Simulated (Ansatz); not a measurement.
# EuO: the cost of one run

Method: DFT PBE+U (U_eff = 6 eV on Eu 4f), scalar-relativistic, plane waves, PAW, in Ansatz 0.2.0.

These runs use a low cutoff (300 eV) and a coarse mesh on purpose, to show what cheap settings give: their numbers aren't properties of the material.

**1. The system as given**

Symmetry: Fm-3m, No. 225, cubic system. The conventional cell has a = 5.144 Å, b = 5.144 Å, c = 5.144 Å, α = 90.00°, β = 90.00°, γ = 90.00°. Eu (site symmetry m-3m) is surrounded by 6 O at 2.57 Å. Around O (site symmetry m-3m) lie 6 Eu at 2.57 Å.

As a file:

```cif
data_structure
_symmetry_space_group_name_H-M 'P 1'
_symmetry_Int_Tables_number 1
_cell_length_a 3.6373
_cell_length_b 3.6373
_cell_length_c 3.6373
_cell_angle_alpha 60.000
_cell_angle_beta 60.000
_cell_angle_gamma 60.000
_cell_volume 34.03
loop_
_atom_site_label
_atom_site_type_symbol
_atom_site_fract_x
_atom_site_fract_y
_atom_site_fract_z
_atom_site_occupancy
Eu1 Eu 0.00000 0.00000 0.00000 1
O1 O 0.50000 0.50000 0.50000 1
```

The moments start at Eu 7.00 μB.

**2. Seeding the open shells on a coarse mesh**

input.yaml reads:

```yaml
crystal:
  lattice:
    - [0.0, 2.57195, 2.57195]
    - [2.57195, 0.0, 2.57195]
    - [2.57195, 2.57195, 0.0]
  atoms:
    - { symbol: Eu, position: [0.0, 0.0, 0.0], spin: 7.0 }
    - { symbol: O, position: [0.5, 0.5, 0.5] }
basis:
  ecutwfc: 300
  ecutrho_ratio: 4
kpoints:
  mp_grid: { grid: [5, 5, 5] }
hamiltonian:
  xc: pbe
  hubbard: { sites: [{ species: Eu, l: f, u_eff: 6.0 }] }
scf:
  occupations: { method: gaussian, width: 0.05 }
output:
  forces: true
  stress: true
  eigenvalues: true
  populations: true
  hubbard: { sites: [{ species: Eu, l: f }] }
magnetization:
  spin_polarized: true
```

The run is started by

```bash
$ ansatz run input.yaml --threads 1 --pin off --max-ram 2560MiB --backend cpu --events-out ev --progress --plain --runs-dir out
```

**Question.** How long does this run take on 1 thread of Arm Neoverse N1, shared host, and how much memory does it need?

About 8.2 s, with a peak of 0.39 GiB.
